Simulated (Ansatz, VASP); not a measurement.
# GaSb: VASP beside Ansatz

File POSCAR:

```
GaSb
1.0
    4.3260790000      0.0000000000      0.0000000000
    2.1630395000      3.7464943128      0.0000000000
    2.1630395000      1.2488314376      3.5322287123
Ga Sb
1 1
Direct
    0.0000000000      0.0000000000      0.0000000000
    0.2500000000      0.2500000000      0.2500000000
```

Contents of INCAR.step1:

```
PREC = Accurate ; ENCUT = 520
ISMEAR = 0 ; SIGMA = 0.01
LREAL = F ; LASPH = T
NELM = 100 ; NBANDS = 16
GGA = PE ; ALGO = Normal
EDIFF = 1E-4 ; LWAVE = T
LCHARG = F
```

File INCAR.step2:

```
PREC = Accurate ; ENCUT = 520
EDIFF = 1E-6 ; ISMEAR = 0
SIGMA = 0.01 ; LREAL = F
LASPH = T ; NELM = 100
ALGO = Normal ; ISIF = 2
LWAVE = F ; LCHARG = F
METAGGA = R2SCAN ; LMIXTAU = T
NBANDS = 16 ; ISTART = 1
```

Contents of KPOINTS:

```
regular mesh
0
Gamma
  5 5 5
```

Input for Ansatz:

```yaml
crystal:
  lattice:
    - [4.326079, 0.0, 0.0]
    - [2.1630395000000004, 3.7464943127783803, 0.0]
    - [2.1630395000000004, 1.2488314375927936, 3.5322287123232354]
  atoms:
    - { symbol: Ga, position: [0.0, 0.0, 0.0] }
    - { symbol: Sb, position: [0.24999999999999994, 0.25000000000000006, 0.25] }
kpoints:
  mp_grid:
    grid: [5, 5, 5]
    shift: [0.0, 0.0, 0.0]
hamiltonian:
  xc: r2scan
  pseudopotentials:
    kind: paw
scf:
  occupations:
    method: fixed
output:
  forces: true
  stress: true
```

Alike in both runs: task single point; functional r2SCAN; k mesh 5 × 5 × 5; no spin polarisation.

```csv
,VASP,Ansatz
version,VASP 6.6.1,Ansatz 0.2.0
potentials or method,"VASP PAW PBE potentials, release 64 (Ga_d, Sb)","plane waves, PAW"
plane-wave cutoff (eV),520,500
occupations,"gaussian, width 0.01 eV",fixed
valence electrons in the cell,18,28
```

```tsv
	VASP	Ansatz	Ansatz less VASP
pressure (GPa)	0.5	0.4	-0.09
```

The two sets of potentials don't hold the same shells in valence.

Caveats: the PAW data sets were made with another functional, which shifts forces and pressure a little (VASP); spin-orbit coupling is left out, which moves the levels of the heavy elements; an odd mesh through Γ misses points on the zone boundary, where band edges often lie. r2SCAN opens gaps a little over a GGA but as a rule still falls short of measured ones.
